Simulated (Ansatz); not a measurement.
Wanted: the native input for an Ansatz 0.2.0 run.

* Task: relaxation of cell and atoms
* Functional: PBE0
* Potentials or basis: Ansatz PAW
* Cutoff: 420 eV (not typed: the program's choice for these potentials)
* k mesh: 6 × 6 × 4
* Occupations: fermi-dirac, width 0.05 eV
* Spin: no spin polarisation

Crystal: SnSe2.

```xyz
3
Lattice="3.8110 0.0000 0.0000 -1.9055 3.3004 0.0000 0.0000 0.0000 6.1360" Properties=species:S:1:pos:R:3 pbc="T T T"
Sn    0.0000    0.0000    0.0000
Se    1.9055    1.1001    4.6081
Se    0.0000    2.2003    1.5279
```

These files were run (other wordings do the same):

input

```
crystal:
  lattice:
    - [3.811, 0.0, 0.0]
    - [-1.9055, 3.3004228138, 0.0]
    - [0.0, 0.0, 6.136]
  atoms:
    - { symbol: Sn, position: [0.0, 0.0, 0.0] }
    - { symbol: Se, position: [0.6666666667, 0.3333333333, 0.751] }
    - { symbol: Se, position: [0.3333333333, 0.6666666667, 0.249] }
hamiltonian:
  xc: pbe0
  pseudopotentials: { kind: paw }
kpoints:
  mp_grid: { grid: [6, 6, 4] }
scf:
  occupations: { method: fermi_dirac, width: 0.05 }
output:
  forces: true
  stress: true
  eigenvalues: true
relax:
  f_tol: 0.01
  max_steps: 40
  cell: { stress_tol: 0.05 }
```

It gave:

The relaxed volume is 28.95 Å³/atom. The relaxed cell is a = 3.826 Å, b = 3.826 Å, c = 6.851 Å, α = 90.00°, β = 90.00°, γ = 120.00°. The space group after relaxing (to 0.05 Å) is P-3m1 (No. 164). The energy gained by relaxing is 16.5 meV/atom and the ionic steps are 8. The pressure after relaxing is 0.0 GPa. The largest force after relaxing is 0.005 eV/Å and the band gap on the k mesh is 2.12 eV, indirect (least direct gap 2.56 eV).

Caveat: the plane-wave basis is chosen anew once the cell has moved, so the energies of steps on either side of that aren't comparable; spin-orbit coupling is left out, which moves the levels of the heavy elements; this functional lacks dispersion, which binds the layers, so the pressure and a relaxed spacing across them are unreliable; the PAW data sets come from PBE, with cores solved anew for the run's functional, which leaves a small shift of forces and pressure.

It took 3.5 min on 1 × NVIDIA H100 80GB HBM3 with 2 threads of AMD EPYC 7R13 Processor (Zen 3) (shared host), peak memory 3.3 GiB.
